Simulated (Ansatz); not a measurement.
A relaxation computed with Ansatz, from input to last step.

```yaml
crystal:
  lattice:
    - [-10.0525946321, 0.0, 0.0]
    - [0.0, -10.0525946321, 0.0]
    - [5.0262973161, 5.0262973161, 7.3717411703]
  atoms:
    - { symbol: Hf, position: [0.0, 0.5, 0.5] }
    - { symbol: Si, position: [0.5, 0.5, 0.5] }
    - { symbol: Si, position: [0.0, 0.0, 0.5] }
    - { symbol: Si, position: [0.0, 0.5, 0.0] }
    - { symbol: Si, position: [0.5, 0.0, 0.5] }
    - { symbol: Si, position: [0.5, 0.5, 0.0] }
    - { symbol: Si, position: [0.0, 0.0, 0.0] }
    - { symbol: Si, position: [0.5, 0.0, 0.0] }
    - { symbol: Si, position: [0.625, 0.375, 0.25] }
    - { symbol: Si, position: [0.125, 0.375, 0.25] }
    - { symbol: Si, position: [0.625, 0.875, 0.25] }
    - { symbol: Si, position: [0.625, 0.375, 0.75] }
    - { symbol: Si, position: [0.125, 0.875, 0.25] }
    - { symbol: Si, position: [0.125, 0.375, 0.75] }
    - { symbol: Si, position: [0.625, 0.875, 0.75] }
    - { symbol: Si, position: [0.125, 0.875, 0.75] }
    - { symbol: O, position: [0.5162606923, 0.4375, 0.125] }
    - { symbol: O, position: [0.0162606923, 0.4375, 0.125] }
    - { symbol: O, position: [0.5162606923, 0.9375, 0.125] }
    - { symbol: O, position: [0.5162606923, 0.4375, 0.625] }
    - { symbol: O, position: [0.0162606923, 0.9375, 0.125] }
    - { symbol: O, position: [0.0162606923, 0.4375, 0.625] }
    - { symbol: O, position: [0.5162606923, 0.9375, 0.625] }
    - { symbol: O, position: [0.0162606923, 0.9375, 0.625] }
    - { symbol: O, position: [0.5625, 0.3912606923, 0.375] }
    - { symbol: O, position: [0.0625, 0.3912606923, 0.375] }
    - { symbol: O, position: [0.5625, 0.8912606923, 0.375] }
    - { symbol: O, position: [0.5625, 0.3912606923, 0.875] }
    - { symbol: O, position: [0.0625, 0.8912606923, 0.375] }
    - { symbol: O, position: [0.0625, 0.3912606923, 0.875] }
    - { symbol: O, position: [0.5625, 0.8912606923, 0.875] }
    - { symbol: O, position: [0.0625, 0.8912606923, 0.875] }
    - { symbol: O, position: [0.8125, 0.4837393077, 0.375] }
    - { symbol: O, position: [0.3125, 0.4837393077, 0.375] }
    - { symbol: O, position: [0.8125, 0.9837393077, 0.375] }
    - { symbol: O, position: [0.8125, 0.4837393077, 0.875] }
    - { symbol: O, position: [0.3125, 0.9837393077, 0.375] }
    - { symbol: O, position: [0.3125, 0.4837393077, 0.875] }
    - { symbol: O, position: [0.8125, 0.9837393077, 0.875] }
    - { symbol: O, position: [0.3125, 0.9837393077, 0.875] }
    - { symbol: O, position: [0.6087393077, 0.1875, 0.125] }
    - { symbol: O, position: [0.1087393077, 0.1875, 0.125] }
    - { symbol: O, position: [0.6087393077, 0.6875, 0.125] }
    - { symbol: O, position: [0.6087393077, 0.1875, 0.625] }
    - { symbol: O, position: [0.1087393077, 0.6875, 0.125] }
    - { symbol: O, position: [0.1087393077, 0.1875, 0.625] }
    - { symbol: O, position: [0.6087393077, 0.6875, 0.625] }
    - { symbol: O, position: [0.1087393077, 0.6875, 0.625] }
  host:
    lattice:
      - [-2.513148658, 2.513148658, 3.6858705851]
      - [2.513148658, -2.513148658, 3.6858705851]
      - [2.513148658, 2.513148658, -3.6858705851]
    atoms:
      - { symbol: Si, position: [0.0, 0.0, 0.0] }
      - { symbol: Si, position: [0.75, 0.25, 0.5] }
      - { symbol: O, position: [0.375, 0.2174786153, 0.3424786153] }
      - { symbol: O, position: [0.9674786153, 0.625, 0.8424786153] }
      - { symbol: O, position: [0.7825213847, 0.125, 0.1575213847] }
      - { symbol: O, position: [0.875, 0.0325213847, 0.6575213847] }
basis:
  ecutwfc: 420
  xc_grid: 2
kpoints:
  mp_grid: { grid: [2, 2, 2], shift: [0.0, 0.0, 0.0] }
hamiltonian:
  xc: pbe
scf:
  occupations: { method: gaussian, width: 0.01 }
output:
  forces: true
  stress: false
  eigenvalues: true
  charged_corrections:
    defect_position: [0.0, 0.5, 0.5]
    epsilon: [[3.8795, 0.0, 0.0], [0.0, 3.8795, 0.0], [0.0, 0.0, 4.0911]]
  write_density: true
  write_potential: true
  elf: true
  volumetric_format: npy
relax:
  adjacent_minimum: "off"
  f_tol: 0.025
  max_steps: 45
```

```bash
ansatz run input.yaml --threads 4 --pin off --max-ram 6144MiB --backend cpu --events-out ev --progress --plain --runs-dir out
```

Theory: Ansatz 0.2.0, DFT PBE, scalar-relativistic, plane waves, PAW.

The cell holds a point defect: Hf on a Si site (a), neutral.

Of 7 frames 4 are shown, positions in Å and forces in eV/Å; the SCF threshold varies from step to step.

```xyz
48
Lattice="-10.0526 0.0000 0.0000 0.0000 -10.0526 0.0000 5.0263 5.0263 7.3717" Properties=species:S:1:pos:R:3:forces:R:3 pbc="T T T" step=1 free_energy_over_end_meV_per_atom=196.19
Hf    2.5131   -2.5131    3.6859    0.0000    0.0000    0.0000
Si   -2.5131   -2.5131    3.6859    0.0000    0.0000   -0.0684
Si    2.5131    2.5131    3.6859    0.0000    0.0000    0.0684
Si    0.0000   -5.0263    0.0000   -0.1278    0.0379   -0.0868
Si   -2.5131    2.5131    3.6859    0.0000    0.0000    0.0000
Si   -5.0263   -5.0263    0.0000    0.0379    0.1278    0.0868
Si    0.0000    0.0000    0.0000   -0.0379   -0.1278    0.0868
Si   -5.0263    0.0000    0.0000    0.1278   -0.0379   -0.0868
Si   -5.0263   -2.5131    1.8429    0.2844   -0.4356   -0.1986
Si    0.0000   -2.5131    1.8429   -0.2844    0.4356   -0.1986
Si   -5.0263   -7.5394    1.8429    0.0101    0.0024   -0.0048
Si   -2.5131    0.0000    5.5288   -0.0024    0.0101    0.0048
Si    0.0000   -7.5394    1.8429   -0.0101   -0.0024   -0.0048
Si    2.5131    0.0000    5.5288    0.4356    0.2844    0.1986
Si   -2.5131   -5.0263    5.5288    0.0024   -0.0101    0.0048
Si    2.5131   -5.0263    5.5288   -0.4356   -0.2844    0.1986
O    -4.5615   -3.7697    0.9215    0.1285   -0.1300   -0.2435
O     0.4648   -3.7697    0.9215    0.0759   -0.0256    0.0542
O    -4.5615   -8.7960    0.9215   -0.0118    0.0189    0.0160
O    -2.0483   -1.2566    4.6073    0.0094   -0.0005    0.0126
O     0.4648   -8.7960    0.9215    0.0073    0.0211    0.0022
O     2.9780   -1.2566    4.6073    4.8923   14.6614   10.7997
O    -2.0483   -6.2829    4.6073   -0.0037    0.0024    0.0000
O     2.9780   -6.2829    4.6073    0.0606   -0.0561   -0.0574
O    -3.7697   -2.0483    2.7644    0.0561    0.0606    0.0574
O     1.2566   -2.0483    2.7644  -14.6614    4.8923  -10.7997
O    -3.7697   -7.0746    2.7644   -0.0024   -0.0037    0.0000
O    -1.2566    0.4648    6.4503   -0.0189   -0.0118   -0.0160
O     1.2566   -7.0746    2.7644    0.0005    0.0094   -0.0126
O     3.7697    0.4648    6.4503    0.1300    0.1285    0.2435
O    -1.2566   -4.5615    6.4503   -0.0211    0.0073   -0.0022
O     3.7697   -4.5615    6.4503    0.0256    0.0759   -0.0542
O    -6.2829   -2.9780    2.7644   14.6614   -4.8923  -10.7997
O    -1.2566   -2.9780    2.7644   -0.0561   -0.0606    0.0574
O    -6.2829   -8.0043    2.7644   -0.0005   -0.0094   -0.0126
O    -3.7697   -0.4648    6.4503    0.0211   -0.0073   -0.0022
O    -1.2566   -8.0043    2.7644    0.0024    0.0037    0.0000
O     1.2566   -0.4648    6.4503   -0.0256   -0.0759   -0.0542
O    -3.7697   -5.4911    6.4503    0.0189    0.0118   -0.0160
O     1.2566   -5.4911    6.4503   -0.1300   -0.1285    0.2435
O    -5.4911   -1.2566    0.9215   -0.0759    0.0256    0.0542
O    -0.4648   -1.2566    0.9215   -0.1285    0.1300   -0.2435
O    -5.4911   -6.2829    0.9215   -0.0073   -0.0211    0.0022
O    -2.9780    1.2566    4.6073    0.0037   -0.0024    0.0000
O    -0.4648   -6.2829    0.9215    0.0118   -0.0189    0.0160
O     2.0483    1.2566    4.6073   -0.0606    0.0561   -0.0574
O    -2.9780   -3.7697    4.6073   -0.0094    0.0005    0.0126
O     2.0483   -3.7697    4.6073   -4.8923  -14.6614   10.7997
48
Lattice="-10.0526 0.0000 0.0000 0.0000 -10.0526 0.0000 5.0263 5.0263 7.3717" Properties=species:S:1:pos:R:3:forces:R:3 pbc="T T T" step=3 free_energy_over_end_meV_per_atom=9.36
Hf    2.5131   -2.5131    3.6859    0.0000    0.0000    0.0000
Si   -2.5131   -2.5131    3.6940    0.0000    0.0000    0.0340
Si    2.5131    2.5131    3.6777    0.0000    0.0000   -0.0340
Si    0.0319   -4.9829    0.0306   -0.0685   -0.1587   -0.1565
Si   -2.5131    2.5131    3.6859    0.0000    0.0000    0.0000
Si   -4.9829   -5.0582   -0.0306   -0.1587    0.0685    0.1565
Si   -0.0434    0.0319   -0.0306    0.1587   -0.0685    0.1565
Si   -5.0582   -0.0434    0.0306    0.0685    0.1587   -0.1565
Si   -4.9013   -2.5720    1.7554    0.1122    0.0716   -0.0585
Si   -0.1250   -2.4543    1.7554   -0.1122   -0.0716   -0.0585
Si   -5.0230   -7.5571    1.8381    0.0215    0.0080    0.0008
Si   -2.4955    0.0033    5.5336   -0.0080    0.0215   -0.0008
Si   -0.0033   -7.5218    1.8381   -0.0215   -0.0080    0.0008
Si    2.5720    0.1250    5.6163   -0.0716    0.1122    0.0585
Si   -2.5308   -5.0296    5.5336    0.0080   -0.0215   -0.0008
Si    2.4543   -5.1513    5.6163    0.0716   -0.1122    0.0585
O    -4.4322   -3.8061    0.8323    0.4308    0.1593   -0.2161
O     0.4692   -3.7099    0.9189    0.3128   -0.0522    0.1714
O    -4.5728   -8.8345    0.9369   -0.0436   -0.0003   -0.0230
O    -2.0425   -1.2583    4.6130   -0.0369   -0.0522    0.0423
O     0.4385   -8.7784    0.9037    0.0135   -0.0013   -0.0681
O     3.1411   -1.0718    4.7382    0.7915    0.0765    0.0252
O    -2.0607   -6.2823    4.6109   -0.0242    0.0162    0.0022
O     2.9789   -6.3287    4.6391    0.2698    0.0298    0.0867
O    -3.7239   -2.0474    2.7326   -0.0298    0.2698   -0.0867
O     1.0718   -1.8852    2.6336   -0.0765    0.7915   -0.0252
O    -3.7703   -7.0870    2.7608   -0.0162   -0.0242   -0.0022
O    -1.2181    0.4535    6.4349    0.0003   -0.0436    0.0230
O     1.2583   -7.0688    2.7588    0.0522   -0.0369   -0.0423
O     3.8061    0.5941    6.5394   -0.1593    0.4308    0.2161
O    -1.2742   -4.5878    6.4680    0.0013    0.0135    0.0681
O     3.7099   -4.5571    6.4528    0.0522    0.3128   -0.1714
O    -6.0981   -3.1411    2.6336    0.0765   -0.7915   -0.0252
O    -1.3024   -2.9789    2.7326    0.0298   -0.2698   -0.0867
O    -6.2846   -8.0101    2.7588   -0.0522    0.0369   -0.0423
O    -3.7521   -0.4385    6.4680   -0.0013   -0.0135    0.0681
O    -1.2560   -7.9919    2.7608    0.0162    0.0242   -0.0022
O     1.3164   -0.4692    6.4528   -0.0522   -0.3128   -0.1714
O    -3.8082   -5.4798    6.4349   -0.0003    0.0436    0.0230
O     1.2202   -5.6204    6.5394    0.1593   -0.4308    0.2161
O    -5.4955   -1.3164    0.9189   -0.3128    0.0522    0.1714
O    -0.5941   -1.2202    0.8323   -0.4308   -0.1593   -0.2161
O    -5.4648   -6.3005    0.9037   -0.0135    0.0013   -0.0681
O    -2.9656    1.2560    4.6109    0.0242   -0.0162    0.0022
O    -0.4535   -6.2444    0.9369    0.0436    0.0003   -0.0230
O     2.0474    1.3024    4.6391   -0.2698   -0.0298    0.0867
O    -2.9838   -3.7680    4.6130    0.0369    0.0522    0.0423
O     1.8852   -3.9545    4.7382   -0.7915   -0.0765    0.0252
48
Lattice="-10.0526 0.0000 0.0000 0.0000 -10.0526 0.0000 5.0263 5.0263 7.3717" Properties=species:S:1:pos:R:3:forces:R:3 pbc="T T T" step=5 free_energy_over_end_meV_per_atom=0.07
Hf    2.5131   -2.5131    3.6859    0.0000    0.0000    0.0000
Si   -2.5131   -2.5131    3.6732    0.0000    0.0000   -0.0936
Si    2.5131    2.5131    3.6985    0.0000    0.0000    0.0936
Si    0.0495   -4.9287    0.0849   -0.0530    0.0841    0.0317
Si   -2.5131    2.5131    3.6859    0.0000    0.0000    0.0000
Si   -4.9287   -5.0758   -0.0849    0.0841    0.0530   -0.0317
Si   -0.0976    0.0495   -0.0849   -0.0841   -0.0530   -0.0317
Si   -5.0758   -0.0976    0.0849    0.0530   -0.0841    0.0317
Si   -4.9435   -2.6537    1.7560   -0.0240    0.0957   -0.0367
Si   -0.0828   -2.3726    1.7560    0.0240   -0.0957   -0.0367
Si   -5.0169   -7.5535    1.8320    0.0718   -0.0020   -0.0161
Si   -2.4991    0.0094    5.5397    0.0020    0.0718    0.0161
Si   -0.0094   -7.5254    1.8320   -0.0718    0.0020   -0.0161
Si    2.6537    0.0828    5.6158   -0.0957   -0.0240    0.0367
Si   -2.5272   -5.0357    5.5397   -0.0020   -0.0718    0.0161
Si    2.3726   -5.1091    5.6158    0.0957    0.0240    0.0367
O    -4.3669   -3.7781    0.7332   -0.0098   -0.0692   -0.0506
O     0.5590   -3.6791    1.0012   -0.0301    0.0103    0.0149
O    -4.5999   -8.8709    0.9710   -0.0140    0.0376    0.0139
O    -2.0996   -1.2564    4.6089    0.0074   -0.0054    0.0013
O     0.3823   -8.7742    0.8649    0.0275    0.0284    0.0323
O     3.3288   -1.1140    4.7583   -0.0005   -0.0386   -0.0828
O    -2.0623   -6.2885    4.6165    0.0027    0.0144    0.0106
O     2.9287   -6.2890    4.6468   -0.0165   -0.0256   -0.0480
O    -3.7636   -2.0976    2.7249    0.0256   -0.0165    0.0480
O     1.1140   -1.6975    2.6134    0.0386   -0.0005    0.0828
O    -3.7641   -7.0886    2.7552   -0.0144    0.0027   -0.0106
O    -1.1817    0.4264    6.4008   -0.0376   -0.0140   -0.0139
O     1.2564   -7.1259    2.7629    0.0054    0.0074   -0.0013
O     3.7781    0.6594    6.6385    0.0692   -0.0098    0.0506
O    -1.2784   -4.6440    6.5069   -0.0284    0.0275   -0.0323
O     3.6791   -4.4673    6.3705   -0.0103   -0.0301   -0.0149
O    -6.1403   -3.3288    2.6134   -0.0386    0.0005    0.0828
O    -1.2627   -2.9287    2.7249   -0.0256    0.0165    0.0480
O    -6.2827   -7.9530    2.7629   -0.0054   -0.0074   -0.0013
O    -3.7479   -0.3823    6.5069    0.0284   -0.0275   -0.0323
O    -1.2622   -7.9903    2.7552    0.0144   -0.0027   -0.0106
O     1.3472   -0.5590    6.3705    0.0103    0.0301   -0.0149
O    -3.8446   -5.4527    6.4008    0.0376    0.0140   -0.0139
O     1.2482   -5.6857    6.6385   -0.0692    0.0098    0.0506
O    -5.5853   -1.3472    1.0012    0.0301   -0.0103    0.0149
O    -0.6594   -1.2482    0.7332    0.0098    0.0692   -0.0506
O    -5.4086   -6.3047    0.8649   -0.0275   -0.0284    0.0323
O    -2.9640    1.2622    4.6165   -0.0027   -0.0144    0.0106
O    -0.4264   -6.2080    0.9710    0.0140   -0.0376    0.0139
O     2.0976    1.2627    4.6468    0.0165    0.0256   -0.0480
O    -2.9267   -3.7699    4.6089   -0.0074    0.0054    0.0013
O     1.6975   -3.9123    4.7583    0.0005    0.0386   -0.0828
48
Lattice="-10.0526 0.0000 0.0000 0.0000 -10.0526 0.0000 5.0263 5.0263 7.3717" Properties=species:S:1:pos:R:3:forces:R:3 pbc="T T T" step=7 free_energy_over_end_meV_per_atom=0.00
Hf    2.5131   -2.5131    3.6859    0.0000    0.0000    0.0000
Si   -2.5131   -2.5131    3.6752    0.0000    0.0000    0.0103
Si    2.5131    2.5131    3.6965    0.0000    0.0000   -0.0103
Si    0.0419   -4.9337    0.0890    0.0103   -0.0053    0.0085
Si   -2.5131    2.5131    3.6859    0.0000    0.0000    0.0000
Si   -4.9337   -5.0682   -0.0890   -0.0053   -0.0103   -0.0085
Si   -0.0926    0.0419   -0.0890    0.0053    0.0103   -0.0085
Si   -5.0682   -0.0926    0.0890   -0.0103    0.0053    0.0085
Si   -4.9442   -2.6483    1.7567    0.0048    0.0032   -0.0003
Si   -0.0821   -2.3780    1.7567   -0.0048   -0.0032   -0.0003
Si   -5.0131   -7.5445    1.8316    0.0015    0.0038    0.0066
Si   -2.5081    0.0132    5.5401   -0.0038    0.0015   -0.0066
Si   -0.0132   -7.5344    1.8316   -0.0015   -0.0038    0.0066
Si    2.6483    0.0821    5.6150   -0.0032    0.0048    0.0003
Si   -2.5182   -5.0395    5.5401    0.0038   -0.0015   -0.0066
Si    2.3780   -5.1084    5.6150    0.0032   -0.0048    0.0003
O    -4.3731   -3.7699    0.7249    0.0009    0.0043    0.0007
O     0.5540   -3.6892    1.0097   -0.0020    0.0018    0.0005
O    -4.5960   -8.8600    0.9696   -0.0001   -0.0057   -0.0059
O    -2.1048   -1.2532    4.6102   -0.0006   -0.0005    0.0039
O     0.3838   -8.7828    0.8664    0.0005   -0.0047    0.0037
O     3.3265   -1.1105    4.7526   -0.0027   -0.0082   -0.0056
O    -2.0523   -6.2918    4.6168    0.0028    0.0016    0.0015
O     2.9247   -6.2887    4.6422    0.0014    0.0050    0.0082
O    -3.7639   -2.1016    2.7296   -0.0050    0.0014   -0.0082
O     1.1105   -1.6998    2.6192    0.0082   -0.0027    0.0056
O    -3.7607   -7.0786    2.7549   -0.0016    0.0028   -0.0015
O    -1.1925    0.4303    6.4021    0.0057   -0.0001    0.0059
O     1.2532   -7.1311    2.7616    0.0005   -0.0006   -0.0039
O     3.7699    0.6532    6.6468   -0.0043    0.0009   -0.0007
O    -1.2698   -4.6425    6.5053    0.0047    0.0005   -0.0037
O     3.6892   -4.4723    6.3620   -0.0018   -0.0020   -0.0005
O    -6.1368   -3.3265    2.6192   -0.0082    0.0027    0.0056
O    -1.2624   -2.9247    2.7296    0.0050   -0.0014   -0.0082
O    -6.2795   -7.9478    2.7616   -0.0005    0.0006   -0.0039
O    -3.7565   -0.3838    6.5053   -0.0047   -0.0005   -0.0037
O    -1.2655   -8.0003    2.7549    0.0016   -0.0028   -0.0015
O     1.3371   -0.5540    6.3620    0.0018    0.0020   -0.0005
O    -3.8338   -5.4566    6.4021   -0.0057    0.0001    0.0059
O     1.2564   -5.6795    6.6468    0.0043   -0.0009   -0.0007
O    -5.5803   -1.3371    1.0097    0.0020   -0.0018    0.0005
O    -0.6532   -1.2564    0.7249   -0.0009   -0.0043    0.0007
O    -5.4101   -6.2961    0.8664   -0.0005    0.0047    0.0037
O    -2.9740    1.2655    4.6168   -0.0028   -0.0016    0.0015
O    -0.4303   -6.2188    0.9696    0.0001    0.0057   -0.0059
O     2.1016    1.2624    4.6422   -0.0014   -0.0050    0.0082
O    -2.9215   -3.7731    4.6102    0.0006    0.0005    0.0039
O     1.6998   -3.9158    4.7526    0.0027    0.0082   -0.0056
```

It took 120 s on 4 threads of Arm Neoverse V1, with other jobs on the host, peak memory 2.7 GiB.

Spin–orbit coupling is left out, which can shift energies with elements as heavy as these.